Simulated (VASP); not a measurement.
# Tl: single point with PBE

The system is Tl.

```xyz
2
Lattice="3.4761 0.0000 0.0000 -1.7381 3.0104 0.0000 0.0000 0.0000 5.5561" Properties=species:S:1:pos:R:3 pbc="T T T"
Tl   -0.0002    2.0070    1.3890
Tl    1.7379    1.0034    4.1671
```

```yaml
Program: VASP 6.6.1
Task: single point
Functional: PBE
Potentials_or_basis: VASP PAW PBE potentials, release 64 (Tl_d)
Cutoff: 520 eV
k_mesh: 11 × 11 × 6
Occupations: methfessel-paxton, width 0.0704 eV
Spin: no spin polarisation
Dipole_correction: no
Further_INCAR_settings: ALGO = Fast; EDIFF = 1e-06; NBANDS = 20
```

```json
{"Pressure": "2.4 GPa", "Band gap on the k mesh": "none (metal or under the smearing width)"}
```

Stress tensor (GPa, compression positive):
```
2.35 0.00 0.00
0.00 2.35 0.00
0.00 0.00 2.63
```

Levels at points of the mesh, in eV from the Fermi level:
```tsv
k point	band 10	band 11	band 12	band 13	band 14	band 15	band 16	band 17
(0.00, 0.00, 0.00)	-11.07	-9.90	-5.08	-2.74	7.90	7.90	9.95	9.95
(0.00, 0.00, 0.50)	-11.18	-8.49	-8.49	3.34	3.34	8.87	8.87	8.87
```

It took 2.2 min on 1 thread of Intel(R) Xeon(R) Platinum 8488C (Sapphire Rapids) (shared host), peak memory 0.27 GiB.

The run has no spin-orbit coupling, so splittings on Tl are missing.
